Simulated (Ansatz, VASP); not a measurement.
## KBr in VASP and in Ansatz

The input INCAR:

```
PREC = Accurate ; ENCUT = 520
EDIFF = 1E-6 ; ISMEAR = -1
SIGMA = 0.05 ; LREAL = False
LASPH = True ; NELM = 60
ALGO = Fast ; ISIF = 2
LWAVE = False ; LCHARG = False
GGA = PE ; IBRION = 2
NSW = 60 ; EDIFFG = -0.01
```

File KPOINTS:

```
Automatic mesh
0
Gamma
  7 7 7
```

Contents of POSCAR:

```
KBr
1.0
    0.0000000000      3.3000000000      3.3000000000
    3.4320000000      0.0000000000      3.3000000000
    3.4320000000      3.3000000000      0.0000000000
Br K
1 1
Direct
    0.5000000000      0.5000000000      0.5000000000
    0.0000000000      0.0000000000      0.0000000000
```

File input.yaml:

```yaml
crystal:
  lattice:
    - [0.0, 3.3, 3.3]
    - [3.432, 0.0, 3.3]
    - [3.432, 3.3, 0.0]
  atoms:
    - { symbol: Br, position: [0.5, 0.5, 0.5] }
    - { symbol: K, position: [0.0, 0.0, 0.0] }
hamiltonian:
  xc: pbe
  pseudopotentials: { kind: paw }
kpoints:
  mp_grid: { grid: [7, 7, 7] }
scf:
  occupations: { method: fermi_dirac, width: 0.05 }
output:
  forces: true
  stress: true
  eigenvalues: true
relax:
  f_tol: 0.01
  max_steps: 40
```

Change from the starting cell: strain = 0.04.

Alike in both runs: task relaxation of the atoms; functional PBE; k mesh 7 × 7 × 7; occupations fermi-dirac, width 0.05 eV; no spin polarisation.

```csv
,VASP,Ansatz
version,VASP 6.6.1,Ansatz 0.2.0
potentials or method,"VASP PAW PBE potentials, release 64 (Br, K_sv)",Ansatz PAW
plane-wave cutoff (eV),520,420
valence electrons in the cell,16,16
```

|  | VASP | Ansatz | Ansatz less VASP |
| --- | --- | --- | --- |
| gap on the k mesh at the Fermi level, each at its own relaxed structure (eV) | 4.33 | 4.33 | 0.000 |

Caveats: the relaxation stopped at its first step, so nothing moved; an odd mesh through Γ misses points on the zone boundary, where band edges often lie (VASP); odd divisions of the mesh miss points on the zone boundary, where band edges often lie, so the gap on the mesh can be too wide (Ansatz).
